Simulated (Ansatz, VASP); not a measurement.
# Al96CN95 (C_N): VASP beside Ansatz, part 2 of 2

One calculation is typed for both programs; each brings its own data sets. How far apart do they land? Of the first pair: The structure shown is the start of the Ansatz relaxation below; VASP solves that cell, so the two are compared at the walk's first step.

VASP 6.6.1 and Ansatz 0.2.0.

So far. Step 3 (VASP: single point, LDA, start cell, pair 1): The run ends at a pressure of 1.62 GPa, with forces up to 2.2 eV/Å.

### Step 6. VASP: single point, LDA, relaxed atoms in a fixed cell, pair 2

Level of this step: LDA, spin-polarised from a ferromagnetic start; plane waves and PAW (Al, N, C) (VASP).

The same cell, functional (in two slightly different forms), mesh and smearing now go to VASP, with its own data sets.

INCAR

```
SYSTEM = Al96CN95
PREC = Accurate
ENCUT = 520
EDIFF = 1E-06
NELM = 200
ISMEAR = -1
SIGMA = 0.01
LREAL = Auto
ALGO = Normal
GGA = PW92
NBANDS = 517
ISPIN = 2
MAGMOM = 0 -0 0.01 0 -0 0 -0 -0 0 -0 0 0 0 -0 -0 -0 0 0 -0 -0 -0 0 0 0 0 0.01 0.01 0 -0 0 0 -0 0 0 -0 0 -0 0 0 0 0 0 0 -0 0 0 0 0 -0 -0 -0 0 0 0 -0 -0 0 0 0 0 -0 0 0 0 0 0 0 0 0 0 0 0 -0 0 -0 0 0 0 0 -0 -0 -0 0 0 0 0 -0 0 0 0 0 0 0 0 0 0 0 0.01 -0 0.05 0 0 -0 -0 0 0 0 0 0 -0 0 -0 -0 -0 0 0 0.01 -0 0 0 0 0.01 0.05 0 0 0.01 0.06 0.01 0.01 0 0 0 0 0 0 0 0 0 0 0.01 0 0 0 0 -0 -0 0 0 0 0.01 -0 0.01 0 0 0 0 0 0 0 0 0 0 0 0 0 0 0 0 -0 -0 0 -0 0 -0 0 0 0 0 -0 0 -0 0 -0 0 -0 0 0 0 0 0 0 0.33
LORBIT = 11
LWAVE = .FALSE.
LCHARG = .FALSE.
ISIF = 2
NUPDOWN = 1
LASPH = .TRUE.
GGA_COMPAT = .FALSE.
```

POSCAR

```
Al96CN95
1.0
   12.3550845514      0.0000000000      0.0000000000
   -6.1775422757     10.6998170874      0.0000000000
    0.0000000000      0.0000000000     14.8298143500
Al N C
96 95 1
Direct
    0.1656432302      0.0824065727      0.1645375319
    0.0825319092      0.1663859015      0.3319595041
    0.1609418187      0.0829453469      0.4975601309
    0.0833359308      0.1676313127      0.6656909328
[... 4 atom lines left out ...]
    0.1669929503      0.3338418360      0.4990334282
[... 10 atom lines left out ...]
    0.0821355932      0.9154854475      0.3320593329
    0.1674656489      0.8348124796      0.4985611273
    0.0835415483      0.9169684442      0.6653404973
[... 2 atom lines left out ...]
    0.4169469733      0.0823974661      0.1645174886
    0.3307200932      0.1611257652      0.3297586004
    0.4221818411      0.0829976543      0.4974312955
    0.3340782469      0.1680991160      0.6633570933
[... 2 atom lines left out ...]
    0.4161710888      0.3321677826      0.1657248531
    0.3330522846      0.4158289839      0.3334959844
    0.4196653377      0.3390815801      0.5028748881
    0.3335073688      0.4184138706      0.6668767469
[... 9 atom lines left out ...]
    0.3335076178      0.9154654635      0.3320219431
    0.4173689633      0.8330546921      0.4990652442
    0.3335379213      0.9169949886      0.6652997244
[... 3 atom lines left out ...]
    0.5840712250      0.1664010962      0.3319198453
[... 1 atom line left out ...]
    0.5844068155      0.1676575383      0.6656532096
[... 3 atom lines left out ...]
    0.5829736036      0.4158536003      0.3334976278
    0.6670474726      0.3338826157      0.4990226914
    0.5850509872      0.4184203343      0.6668808299
[... 16 atom lines left out ...]
    0.9153033399      0.0834262321      0.4990767992
[... 17 atom lines left out ...]
    0.9158149770      0.8330397655      0.4990787005
[... 4 atom lines left out ...]
    0.1643047408      0.0815386746      0.2916065735
    0.0798582638      0.1674354081      0.4590826667
    0.1660074120      0.0836862064      0.6261710842
[... 3 atom lines left out ...]
    0.1667546510      0.3331327592      0.2931993064
[... 1 atom line left out ...]
    0.1671380043      0.3341000758      0.6265978363
[... 9 atom lines left out ...]
    0.1666790982      0.8332001054      0.2929168042
    0.0812674185      0.9154763153      0.4593320736
    0.1670838331      0.8340552254      0.6260900432
[... 3 atom lines left out ...]
    0.4174634541      0.0815117332      0.2915722412
    0.4177611020      0.0837431422      0.6260530235
[... 3 atom lines left out ...]
    0.4155928373      0.3309845839      0.2942511009
    0.3340036832      0.4194198958      0.4605644364
    0.4187000773      0.3372510701      0.6299192392
[... 10 atom lines left out ...]
    0.3343401158      0.9155118118      0.4593015549
[... 5 atom lines left out ...]
    0.5877428358      0.1674730730      0.4590500991
[... 4 atom lines left out ...]
    0.6665703379      0.3331513598      0.2931891969
    0.5856237553      0.4194606720      0.4605649021
    0.6671147857      0.3341198291      0.6265853858
[... 38 atom lines left out ...]
    0.3344873482      0.1690288983      0.4632460199
```

KPOINTS

```
Automatic mesh
0
Gamma
1 1 1
0 0 0
```

Potentials, in the order of the species: Al, N and C (LDA family, release 64).

Launch:

```sh
export OMP_NUM_THREADS=3
mpirun -np 1 vasp_gam
```

The program printed:

```text
[banner, memory and clock lines left out]
running    1 mpi-ranks, on    1 nodes
[...]
Offloading initialized ...    1 GPUs detected
[...]
[... a notice as in an earlier step ...]

 LDA part: xc-table for (Slater(with rela. corr.)+PW92), standard interpolation
 POSCAR, INCAR and KPOINTS ok, starting setup
[...]
entering main loop
       N       E                     dE             d eps       ncg     rms          rms(c)
DAV:   1     0.531423010787E+04    0.53142E+04   -0.40974E+05  2084   0.143E+03
DAV:   2    -0.124338728650E+04   -0.65576E+04   -0.62042E+04  2654   0.311E+02
DAV:   3    -0.180902635617E+04   -0.56564E+03   -0.56023E+03  2480   0.930E+01
DAV:   4    -0.181982542354E+04   -0.10799E+02   -0.10753E+02  2456   0.141E+01
[...]
DAV:  15    -0.157148912580E+04   -0.29481E-05   -0.80275E-05  2440   0.102E-02    0.205E-02
DAV:  16    -0.157148912602E+04   -0.21945E-06   -0.20070E-05  2408   0.629E-03    0.129E-02
DAV:  17    -0.157148912528E+04    0.74221E-06   -0.41287E-06  1768   0.280E-03
   1 F= -.15714891E+04 E0= -.15714891E+04  d E =-.616354E-06  mag=     0.9966
```

Parts of OUTCAR (step 6):

```text
 magnetization (x)
# of ion       s       p       d       tot
------------------------------------------
    1        0.000   0.001   0.000   0.001
    2       -0.000  -0.000   0.000  -0.000
    3       -0.000   0.007   0.000   0.007
    4        0.000   0.001   0.000   0.001
    5        0.000  -0.000   0.000  -0.000
    6        0.000   0.000   0.000   0.000
[...]
190        0.000   0.000   0.000   0.000
  191        0.000   0.000   0.000   0.000
  192        0.011   0.271   0.000   0.282
--------------------------------------------------
tot          0.021   0.576   0.000   0.597
```

The run ends at a pressure of 0.77 GPa, with forces up to 0.016 eV/Å.

### Step 7. Side by side

What differs besides the data sets and the points named for the pairs above, as far as they apply: site moments are counted in spheres of each program's own size. Total energies have different zeros and are not compared.

Both answers:

| quantity | Ansatz | VASP | difference |
| --- | --- | --- | --- |
| total moment, fixed by the input (μB) | 1.00 | 1.00 | 0.00 |
| moment on C192 (μB) | 0.33 | 0.28 | +0.04 |
| moment on N127 (μB) | 0.06 | 0.06 | 0.00 |

The largest component of a force difference here is 15 meV/Å.

### Step 8. Outcome

```yaml
r_m_s_force_difference_single_point_lda_start_cell_pair_1: 1.6 % of the r.m.s. force
difference_in_moment_on_c192_single_point_lda_relaxed_atoms_in_a_fixed_cell_pair_2: 0.043 μB
```

In words: The r.m.s. force difference is 1.6 % of the r.m.s. force (single point, LDA, start cell, pair 1), within the 3 % picked in this series as the mark of a large difference. How closely two codes agree says nothing of how well the functional describes the real material.

[Lines on the potential files, build, host, timing and source positions are cut from VASP's logs without a mark.]

[Logs are printed without paths, hosts, clocks, repeated set-up lines and the standing remarks that a program may print on its own settings, such as how far it seeks lower states.]

[Hosts, paths, dates, database ids (printed as entryN), source tags and the programs' standing remarks are cut or masked in the printed files.]
